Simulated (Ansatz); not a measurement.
We consider skutterudite CoSb₃, described by dielectric-dependent PBE hybrid (Ansatz, a quantum-chemistry and plane-wave program, PAW).

Numerical settings: plane-wave cutoff 460 eV, 4×4×4 k mesh, Fermi–Dirac smearing 0.01 eV, no spin polarisation, scalar-relativistic PAW data made under PBE.

Cell (measured lattice):

```xyz
16
Lattice="-4.5185 4.5185 4.5185 4.5185 -4.5185 4.5185 4.5185 4.5185 -4.5185" Properties=species:S:1:pos:R:3 pbc="T T T"
Co     2.2593     2.2593    -2.2593
Co     2.2593     2.2593     2.2593
Co    -2.2593     2.2593     2.2593
Co     2.2593    -2.2593     2.2593
Sb     1.5070     3.0748     4.5185
Sb     4.5185     1.5070     3.0748
Sb     4.5185    -1.5070     3.0748
Sb     0.0000     3.0115     1.4438
Sb     0.0000     6.0256     1.4438
Sb     3.0748     4.5185     1.5070
Sb     1.4438     0.0000     6.0256
Sb     6.0256     1.4438     0.0000
Sb     1.4438     0.0000     3.0115
Sb     3.0748     4.5185    -1.5070
Sb     3.0115     1.4438     0.0000
Sb    -1.5070     3.0748     4.5185
```

**Question.** Estimate the band gap that the calculation returns.

**Answer.** 
band gap: 0.35 eV (on the SCF k mesh)

Measured, for comparison: band gap 0.63 eV (temperature not stated, not corrected to a static lattice; as tabulated in Kim et al. (2020), doi:10.1038/s41597-020-00723-8).

Note: cell and atoms aren't relaxed at this level (largest force component 0.08 eV/Å, pressure 1.8 GPa).

Spin–orbit coupling is not included; with these elements it can move the gap by several tenths of an eV or more.

The computed numbers hold no vibrational or temperature effects.

Computing time: about 16 core-minutes (a rough figure).
